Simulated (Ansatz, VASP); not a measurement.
Os in VASP and in Ansatz

INCAR

```
SYSTEM = Os
PREC = Accurate
ENCUT = 520
EDIFF = 1E-8
ISMEAR = -1
SIGMA = 0.05
LREAL = .FALSE.
LASPH = .TRUE.
NELM = 80
ALGO = Normal
ISIF = 2
LWAVE = .FALSE.
LCHARG = .FALSE.
GGA = PE
LEFG = .TRUE.
NBANDS = 10
```

Contents of KPOINTS:

```
Automatic mesh
0
G
  14 14 14
  0 0 0
```

Contents of POSCAR:

```
Os
1.0
    0.0000000000      1.9187129938      1.9187129938
    1.9187129938      0.0000000000      1.9187129938
    1.9187129938      1.9187129938      0.0000000000
Os
1
Direct
    0.0000000000      0.0000000000      0.0000000000
```

Input for Ansatz:

```yaml
crystal:
  lattice:
    - [0.0, 1.9187129938, 1.9187129938]
    - [1.9187129938, 0.0, 1.9187129938]
    - [1.9187129938, 1.9187129938, 0.0]
  atoms:
    - { symbol: Os, position: [0.0, 0.0, 0.0] }
kpoints:
  mp_grid: { grid: [14, 14, 14] }
scf:
  occupations: { method: fermi_dirac, width: 0.05 }
hamiltonian:
  xc: pbe
  pseudopotentials: { kind: paw }
output:
  forces: true
  stress: true
  eigenvalues: true
  efg: { contact_densities: true }
```

Change from the starting cell: volume scaled by 0.96, PAW files.

Alike in both runs: task electric field gradients; functional PBE; k mesh 14 × 14 × 14; occupations fermi-dirac, width 0.05 eV; no spin polarisation.

```csv
,VASP,Ansatz
version,VASP 6.6.1,Ansatz 0.2.0
potentials or method,"VASP PAW PBE potentials, release 64 (Os)","PAW with Ansatz's default frozen-core files, scalar-relativistic"
plane-wave cutoff (eV),520,420
valence electrons in the cell,8,16
```

```tsv
	VASP	Ansatz	Ansatz less VASP
pressure (GPa)	6.1	6.1	0.00
Vzz of the field gradient on the site that differs most (V/Å²)	0.0	0.0	0.00
```

The two sets of potentials don't hold the same shells in valence. Ansatz warned: «gradients_without_spin_orbit».

The runs have no spin-orbit coupling, so splittings on Os are missing.
